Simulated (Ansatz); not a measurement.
**³³S NMR of the central transition in SnS₂ at a changed volume**

Cell: an entry of the Crystallography Open Database (COD), relaxed with PBE at fixed cell and then changed (volume scaled by 0.98, ions relaxed).

```yaml
crystal:
  lattice:
    - [3.58080, 0.00000, 0.00000]
    - [-1.79040, 3.10107, 0.00000]
    - [0.00000, 0.00000, 5.42335]
  atoms:
    - { symbol: Sn, position: [0.00000, 0.00000, 0.00000] }
    - { symbol: S, position: [0.66667, 0.33333, 0.72605] }
    - { symbol: S, position: [0.33333, 0.66667, 0.27395] }
```

Atoms are numbered from 1 in the order listed; like atoms form one site, named after its first atom.

Computed with Ansatz: DFT, PBE, plane waves and PAW, scalar-relativistic, 420 eV cutoff, Γ-centred 14×14×8 k-points, Fermi–Dirac smearing 0.02 eV.

³³S has I = 3/2 and Q = -69.40 mb (Pyykkö 2018); at 23.5 T its Larmor frequency is ν₀ = 76.9 MHz. Only the quadrupole interaction is simulated: positions count from each site's isotropic chemical shift, and shift anisotropy, dipolar and J coupling are left out.

(1) What does the ³³S spectrum (static powder) show for each site?

## Answers

(1) 

| site | first shell | C_Q (MHz) | η | P_Q (MHz) | δ_QIS (ppm) | breadth (kHz) |
| --- | --- | --- | --- | --- | --- | --- |
| S | 3 Sn at 2.55 Å | 4.96 | 0.00 | 4.96 | -104 | 41.7 |

δ_QIS = −(ν_Q²/30ν₀²)[I(I+1) − 3/4](1 + η²/3) × 10⁶ ppm with ν_Q = 3|C_Q|/[2I(2I−1)]; it falls as 1/B₀² in ppm, and the breadth as 1/B₀ in kHz.

An axis of threefold or higher order runs through S, so V_zz lies along it and η is zero.

Without spin–orbit coupling (the program notes it for Sn) the gradients can shift somewhat, as the gap is small. At this changed cell the PBE pressure is 9 GPa.

The relaxation (3 steps) took 16 s of wall time (16 s of CPU time) and 0.56 GiB at its peak, on 1 thread of Intel Xeon 6975P-C (Granite Rapids) (x86_64; 16 cores open to the job, memory cap 3.0 GiB, no GPU), a shared host with a load of 0.6 a core.
